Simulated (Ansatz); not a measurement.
# C (Cmmm), one atom moved along a line

These are results of DFT LDA, scalar-relativistic, plane waves, PAW in Ansatz, not measurements. Settings: plane waves to 420 eV, k-mesh 6×6×10 (Γ-centred), Gaussian smearing 0.05 eV. No spin polarisation. Energies are free energies at this smearing, counted from the undisturbed cell; pressure is positive in compression.

The undisturbed cell (relaxed at this level; this form isn't the usual structure):

```
C
1.0
     2.10327   -4.33371    0.00000
     2.10327    4.33371    0.00000
     0.00000    0.00000    2.48566
C
8
Direct
  0.64829 0.98159 0.00000
  0.35171 0.01841 0.00000
  0.01841 0.35171 0.00000
  0.98159 0.64829 0.00000
  0.40455 0.22608 0.50000
  0.59545 0.77392 0.50000
  0.77392 0.59545 0.50000
  0.22608 0.40455 0.50000
```

Atom 5 (C) is moved by x along the Cartesian unit vector (-0.362, -0.443, -0.820); the cell and all other atoms stay fixed.

| x (Å) | ΔE (meV/cell) | force along x on the moved atoms (eV/Å) | pressure (GPa) | gap on the mesh (eV) |
| --- | --- | --- | --- | --- |
| -0.4500 | 2804.9 | 9.03 | ? | 0.00 |
| -0.3000 | 1480.4 | 8.27 | 7.9 | 0.97 |
| -0.1500 | 432.3 | 5.33 | 2.6 | 2.23 |
| 0.0000 | 0.0 | 0.00 | 0.0 | 3.06 |
| 0.0750 | 134.7 | -3.73 | 0.5 | 2.98 |
| 0.1500 | 581.6 | ? | 2.7 | ? |
| 0.2250 | 1418.6 | -14.19 | 7.1 | 2.58 |
| 0.3000 | ? | -21.66 | 14.4 | ? |
| 0.3750 | 4727.0 | -31.50 | 25.4 | 0.79 |
| 0.4500 | 7561.7 | -44.75 | 41.0 | 0.00 |

Where the gap reads zero the k-mesh, chosen for the insulator, is on the coarse side.

Q: Give the withheld values.

A: pressure (GPa) at x (Å) = -0.4500: 13.5; force along x on the moved atoms (eV/Å) at x (Å) = 0.1500: -8.36; gap on the mesh (eV) at x (Å) = 0.1500: 2.81; ΔE (meV/cell) at x (Å) = 0.3000: 2750.8; gap on the mesh (eV) at x (Å) = 0.3000: 1.82.